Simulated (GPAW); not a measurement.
# A Nb chain with an O atom bridging one bond: relaxation, then transmission at several levels, part 2 of 2

How well does a Nb chain with an O atom bridging one bond conduct once its atoms have relaxed, and how much do cheaper levels lose?

GPAW 26.7.0; GPAW LCAO, PAW setups; relaxation of the junction within the symmetry of its start, lead ends held (the session's first sound run).

So far, transmission at the Fermi level (one spin): step 3 (GPAW, dzp, PBE, GPAW) 1.35; step 4 (basis szp(dzp), PBE, GPAW) 1.49; step 5 (basis sz(dzp), PBE, GPAW) 1.52; step 6 (RPBE) 1.32.

### 7. Without the relaxation: geometry = "as built"

The dzp basis with PBE on the structure as first built shows what the relaxation was worth.

run.py

```python
import json
import numpy as np
from ase import Atoms
from ase.transport.calculators import TransportCalculator
from gpaw import GPAW, FermiDirac
from gpaw.lcao.tools import get_lcao_hamiltonian
from scipy.linalg import eigh

# The junction with lead layers at both ends, along the third cell vector
device = Atoms(
    ['Nb', 'Nb', 'Nb', 'Nb', 'Nb', 'Nb', 'Nb', 'Nb', 'O', 'Nb', 'Nb', 'Nb', 'Nb', 'Nb', 'Nb', 'Nb', 'Nb'],
    positions=[
        [4.50000, 4.50000, 1.17500],
        [4.50000, 4.50000, 3.52500],
        [4.50000, 4.50000, 5.87500],
        [4.50000, 4.50000, 8.22500],
        [4.50000, 4.50000, 10.57500],
        [4.50000, 4.50000, 12.92500],
        [4.50000, 4.50000, 15.27500],
        [4.50000, 4.50000, 17.62500],
        [5.49841, 4.50000, 18.90000],
        [4.50000, 4.50000, 20.17500],
        [4.50000, 4.50000, 22.52500],
        [4.50000, 4.50000, 24.87500],
        [4.50000, 4.50000, 27.22500],
        [4.50000, 4.50000, 29.57500],
        [4.50000, 4.50000, 31.92500],
        [4.50000, 4.50000, 34.27500],
        [4.50000, 4.50000, 36.62500]],
    cell=[[9.0, 0.0, 0.0], [0.0, 9.0, 0.0], [0.0, 0.0, 37.8]],
    pbc=True)

# One principal layer of the lead: the first 5 atoms of the device
lead = Atoms(
    ['Nb', 'Nb', 'Nb', 'Nb', 'Nb'],
    positions=[
        [4.50000, 4.50000, 1.17500],
        [4.50000, 4.50000, 3.52500],
        [4.50000, 4.50000, 5.87500],
        [4.50000, 4.50000, 8.22500],
        [4.50000, 4.50000, 10.57500]],
    cell=[[9.0, 0.0, 0.0], [0.0, 9.0, 0.0], [0.0, 0.0, 11.75]],
    pbc=True)

settings = dict(mode='lcao', basis='dzp', xc='PBE', h=0.18,
                occupations=FermiDirac(0.1), maxiter=250,
                mixer=dict(beta=0.1, nmaxold=8, weight=100.0),
                convergence=dict(density=0.0001))
energies = np.arange(-2, 2 + 1e-9, 0.025)
eta = 0.0001
n1, n2 = 1, 1
# k and -k transmit alike, so half of the mesh across the current serves
mesh = [(i, j) for i in range(n1) for j in range(n2) if (i, j) <= (-i % n1, -j % n2)]
weights = np.array([1 if (i, j) == (-i % n1, -j % n2) else 2 for i, j in mesh]) / (n1 * n2)

# [... helper functions left out ...]
fermi_lead = ground_state(lead, (1, 1, 10), 'lead.txt')
fermi_device = ground_state(device, (1, 1, 2), 'device.txt')
# [... loop over the mesh left out, but for ...]
        # Shift the lead onto the potential of the device's first layer
        shift = ((H[:, 0, 0] - H0[:, 0, 0]) / S0[0, 0]).real.mean()
# [...]
kT = 8.617333e-5 * 300
bias = [0.1, 0.2, 0.5, 1.0, 1.5, 2.0]
# [... integrals and printing left out ...]
```

On the command line:

```
> OMP_NUM_THREADS=1 OPENBLAS_NUM_THREADS=1 python run.py
```

The job ended after 7.4 min (1 thread of Arm Neoverse V1, shared host; peak memory 2.3 GiB).

This step gave:

* conductance: 4.584 G₀
* largest coupling past the next principal layer: 3.09e-7 eV
* largest misfit of the first principal layer: 0.01724 eV
* shift that aligns the lead: 0.01059 eV
* transmission at the Fermi level (one spin): 4.593

The conductance, 4.58 G₀, lies 241 % above that of the dzp run.

### 8. All levels side by side

Times are for 1 thread of Arm Neoverse V1, shared host. The series side by side:

| no. | run | conductance (G₀) | time | memory (GiB) |
| --- | --- | --- | --- | --- |
| 1 | dzp | 1.345 | 7.3 min | 2.3 |
| 2 | szp | 1.483 | 5.1 min | 2.2 |
| 3 | sz | 1.512 | 3.5 min | 2.1 |
| 4 | dzp RPBE | 1.323 | 8.7 min | 2.3 |
| 5 | asbuilt | 4.584 | 7.4 min | 2.3 |

### 9. The levels side by side

The curves are compared point by point over the common energies.

This step: comparison of transmission and cost over codes, levels and geometry (GPAW 26.7.0).

Ladder, by row:

| step | code | T at the Fermi level (sum over the listed spins) | conductance (G0) | r.m.s. T(E) from the first | wall time (s) | peak memory (GiB) | threads |
| --- | --- | --- | --- | --- | --- | --- | --- |
| dzp | GPAW | 1.347 | 1.345 | 0 | 435.2 | 2.32 | 1 |
| szp | GPAW | 1.488 | 1.483 | 0.1503 | 305.5 | 2.21 | 1 |
| sz | GPAW | 1.517 | 1.512 | 0.2043 | 209.3 | 2.09 | 1 |
| dzp-RPBE | GPAW | 1.324 | 1.323 | 0.04858 | 521.7 | 2.33 | 1 |
| asbuilt | GPAW | 4.593 | 4.584 | 2.174 | 441.3 | 2.33 | 1 |

Transmission, zone mean, sum over the listed spins against energy, zero at the Fermi level:

| energy (eV) | dzp | szp | sz | dzp-RPBE | asbuilt |
| --- | --- | --- | --- | --- | --- |
| -2.000 | 0.0865 | 0.0997 | 0.102 | 0.0873 | 1.02 |
| -1.900 | 0.108 | 0.125 | 0.126 | 0.109 | 1.03 |
| -1.800 | 0.136 | 0.157 | 0.158 | 0.137 | 1.05 |
| -1.700 | 0.172 | 0.202 | 0.201 | 0.174 | 1.06 |
| -1.600 | 0.225 | 0.263 | 0.260 | 0.228 | 1.08 |
| -1.500 | 0.333 | 0.350 | 0.345 | 0.327 | 1.09 |
| -1.450 | 0.901 | 0.411 | 0.404 | 0.548 | 1.50 |
| -1.400 | 0.487 | 0.490 | 0.481 | 0.510 | 1.41 |
| -1.300 | 0.535 | 0.902 | 0.794 | 0.533 | 1.48 |
| -1.200 | 0.607 | 0.791 | 0.803 | 0.614 | 1.66 |
| -1.100 | 0.695 | 0.812 | 0.833 | 0.699 | 1.76 |
| -1.000 | 0.806 | 0.892 | 0.915 | 0.802 | 1.90 |
| -0.900 | 0.937 | 1.00 | 1.03 | 0.927 | 2.04 |
| -0.800 | 1.07 | 1.12 | 1.15 | 1.06 | 2.17 |
| -0.700 | 1.19 | 1.23 | 1.25 | 1.17 | 2.31 |
| -0.600 | 1.26 | 1.31 | 1.33 | 1.25 | 2.49 |
| -0.575 | 1.26 | 1.33 | 1.35 | 1.25 | 2.54 |
| -0.500 | 1.22 | 1.38 | 1.41 | 1.20 | 2.72 |
| -0.400 | 0.714 | 0.807 | 0.772 | 0.671 | 3.02 |
| -0.300 | 0.742 | 0.809 | 0.825 | 0.721 | 3.79 |
| -0.200 | 0.922 | 1.01 | 1.03 | 0.899 | 4.28 |
| -0.100 | 1.13 | 1.26 | 1.28 | 1.11 | 4.46 |
| 0.000 | 1.35 | 1.49 | 1.52 | 1.32 | 4.59 |
| 0.100 | 1.55 | 1.68 | 1.71 | 1.53 | 4.65 |
| 0.200 | 1.73 | 1.83 | 1.85 | 1.71 | 4.67 |
| 0.300 | 1.88 | 1.92 | 1.92 | 1.87 | 4.69 |
| 0.400 | 1.98 | 1.95 | 1.94 | 1.96 | 4.68 |
| 0.500 | 2.03 | 1.97 | 1.95 | 2.01 | 4.66 |
| 0.550 | 2.04 | 1.98 | 1.96 | 2.02 | 4.64 |
| 0.575 | 2.04 | 1.98 | 1.96 | 2.02 | 4.63 |
| 0.600 | 2.03 | 1.98 | 1.97 | 2.01 | 4.62 |
| 0.625 | 2.02 | 1.98 | 1.97 | 2.00 | 4.61 |
| 0.700 | 1.96 | 1.94 | 1.94 | 1.94 | 4.57 |
| 0.800 | 1.78 | 1.78 | 1.79 | 1.76 | 4.51 |
| 0.900 | 1.54 | 1.54 | 1.56 | 1.52 | 4.46 |
| 1.000 | 1.32 | 1.31 | 1.33 | 1.31 | 4.40 |
| 1.100 | 1.16 | 1.14 | 1.15 | 1.15 | 4.30 |
| 1.200 | 1.05 | 1.02 | 1.02 | 1.04 | 4.13 |
| 1.300 | 0.975 | 0.939 | 0.931 | 0.960 | 3.89 |
| 1.400 | 0.918 | 0.882 | 0.868 | 0.905 | 3.61 |
| 1.500 | 0.874 | 0.847 | 0.828 | 0.865 | 3.24 |
| 1.600 | 0.819 | 0.823 | 0.799 | 0.808 | 2.73 |
| 1.700 | 0.840 | 0.778 | 0.748 | 0.835 | 1.71 |
| 1.775 | 1.01 | 0.704 | 0.667 | 0.989 | 1.61 |
| 1.800 | 0.992 | 0.672 | 0.622 | 0.973 | 1.55 |
| 1.900 | 0.513 | 0.824 | 1.10 | 0.429 | 1.30 |
| 1.950 | 0.188 | 0.713 | 1.58 | 0.361 | 1.17 |
| 2.000 | 1.11 | 0.456 | 1.45 | 1.22 | 0.913 |

### 10. Potential alignment off

Without the shift, lead and junction are matched by their Fermi levels alone.

This step: GPAW LCAO, PAW setups; Landauer transmission from Green's functions with principal layers (ASE), zero bias (GPAW 26.7.0).

run.py: that of step 7 with these lines changed.

```diff
@@ -19,5 +19,5 @@
         [4.50000, 4.50000, 15.27500],
-        [4.50000, 4.50000, 17.62500],
-        [5.49841, 4.50000, 18.90000],
-        [4.50000, 4.50000, 20.17500],
+        [2.97394, 4.50000, 16.99756],
+        [3.52351, 4.50000, 18.90000],
+        [2.97394, 4.50000, 20.80244],
         [4.50000, 4.50000, 22.52500],
@@ -59,4 +59,4 @@
 # [... loop over the mesh left out, but for ...]
-        # Shift the lead onto the potential of the device's first layer
-        shift = ((H[:, 0, 0] - H0[:, 0, 0]) / S0[0, 0]).real.mean()
+        # Lead and device are aligned by their Fermi levels alone
+        shift = 0.0
 # [...]
```

The job ended after 7.2 min (1 thread; peak memory 2.3 GiB).

This step gave:

| Item | Value |
| --- | --- |
| conductance | 1.343 G₀ |
| thermopower | -11.56 μV/K |
| largest misfit of the first principal layer | 0.05162 eV |
| shift that aligns the lead | 0 eV |
| transmission at the Fermi level (one spin) | 1.345 |

One spin. The transmission, zone mean by energy, zero at the Fermi level:

energy (eV), transmission, zone mean and a bar:
```
   -2.000       0.09 
   -1.900       0.11 
   -1.800       0.14 #
   -1.700       0.17 #
   -1.600       0.22 ##
   -1.500       0.33 ####
   -1.450       0.95 #############
   -1.400       0.50 ######
   -1.300       0.54 #######
   -1.200       0.60 ########
   -1.100       0.69 #########
   -1.000       0.80 ###########
   -0.900       0.94 #############
   -0.800       1.07 ###############
   -0.700       1.18 #################
   -0.600       1.26 ##################
   -0.575       1.26 ##################
   -0.500       1.22 #################
   -0.400       0.72 ##########
   -0.300       0.74 ##########
   -0.200       0.92 #############
   -0.100       1.13 ################
    0.000       1.34 ###################
    0.100       1.55 #######################
    0.200       1.73 #########################
    0.300       1.88 ############################
    0.400       1.98 #############################
    0.500       2.03 ##############################
    0.575       2.04 ##############################
    0.600       2.03 ##############################
    0.700       1.96 #############################
    0.800       1.77 ##########################
    0.900       1.54 ######################
    1.000       1.33 ###################
    1.100       1.17 #################
    1.200       1.05 ###############
    1.300       0.97 ##############
    1.400       0.92 #############
    1.500       0.87 ############
    1.600       0.82 ###########
    1.700       0.84 ############
    1.775       1.01 ##############
    1.800       1.00 ##############
    1.900       0.51 #######
    2.000       1.11 ################
```

Not self-consistent under bias; the bias window is split evenly. Current through one cell, from the zero-bias transmission against bias:

```csv
bias (V),"current through one cell, from the zero-bias transmission (μA)"
0.100,10.4
0.200,20.8
0.500,51.7
1.000,106
1.500,167
2.000,217
```

Transmission of the three most open eigenchannels against energy, zero at the Fermi level:

```csv
energy (eV),channel 1,channel 2,channel 3
-2.000,0.0607,0.0260,1.3e-4
-1.900,0.0780,0.0305,2.0e-4
-1.800,0.100,0.0354,3.1e-4
-1.700,0.131,0.0408,5.2e-4
-1.600,0.176,0.0472,9.2e-4
-1.500,0.271,0.0574,0.00170
-1.400,0.375,0.0989,0.0267
-1.300,0.409,0.0848,0.0377
-1.200,0.468,0.0763,0.0488
-1.100,0.539,0.0727,0.0593
-1.000,0.624,0.0827,0.0607
-0.900,0.721,0.102,0.0571
-0.800,0.814,0.128,0.0763
-0.700,0.878,0.159,0.0998
-0.600,0.894,0.194,0.128
-0.500,0.790,0.230,0.170
-0.400,0.247,0.238,0.209
-0.300,0.244,0.216,0.204
-0.200,0.306,0.296,0.234
-0.100,0.416,0.361,0.250
0.000,0.556,0.407,0.265
0.100,0.702,0.434,0.281
0.200,0.835,0.442,0.303
0.300,0.937,0.437,0.337
0.400,0.986,0.425,0.382
0.500,0.996,0.426,0.405
0.600,0.990,0.451,0.375
0.700,0.940,0.450,0.332
0.800,0.807,0.427,0.282
0.900,0.629,0.398,0.275
1.000,0.470,0.374,0.294
1.100,0.360,0.349,0.309
1.200,0.356,0.320,0.259
1.300,0.357,0.326,0.196
1.400,0.356,0.330,0.151
1.500,0.344,0.337,0.120
1.600,0.351,0.310,0.0930
1.700,0.485,0.241,0.0773
1.800,0.726,0.182,0.0514
1.900,0.396,0.116,6.9e-6
2.000,0.905,0.202,6.0e-6
```

The conductance equals that of the dzp run to 0.2 %.

### 11. What came out

- conductance: 1.34 G₀
- transmission at the Fermi level, mean of the spins: 1.35
- thermopower: -11.5 μV/K

In words: In the dzp basis the junction conducts 1.34 G₀ at 300 K, with T = 1.35 a spin at the Fermi level; no smaller basis tried comes within 10 % of that conductance. Relaxation moved atoms by up to 2.0 Å and took the conductance from 4.58 to 1.34 G₀, as a ratio a larger change than the step from dzp to the minimal basis. At the Fermi level the three most open eigenchannels pass 0.56, 0.41 and 0.26. The negative thermopower says that the thermally weighted transmission is larger above the Fermi level, as for electron-like transport. Measured against the first run (dzp), the nearest curve is that of dzp-RPBE (r.m.s. 0.049) and the farthest that of asbuilt (2.2). Over the compared runs wall time goes from 209 s (sz) to 522 s (dzp-RPBE), on a shared host. Moves of this size go well beyond a change of bond lengths: the free chain atoms or the scatterer took up a new arrangement, and the name in the title describes the start. The leads kept an estimated spacing and the cell its length, so the junction may be under some tension or compression. The geometry comes from the orbital basis, which tends to overbind, and kept the symmetry of the start, so a structure of lower symmetry may lie lower. The run had no spin polarisation, so a magnetic state, which chains and small molecules with open shells often have, wasn't tested. An evenly spaced straight chain is an idealisation: free chains tend to dimerise, zigzag or, where a band edge lies near the Fermi level, turn magnetic. The currents use the zero-bias T(E) throughout, which holds only while the bias is small against the distance to the nearest feature.

[Logs are printed without paths, hosts, clocks, repeated set-up lines and the standing remarks that a program may print on its own settings, such as how far it seeks lower states.]

[Hosts, paths, dates, database ids (printed as entryN), source tags and the programs' standing remarks are cut or masked in the printed files.]
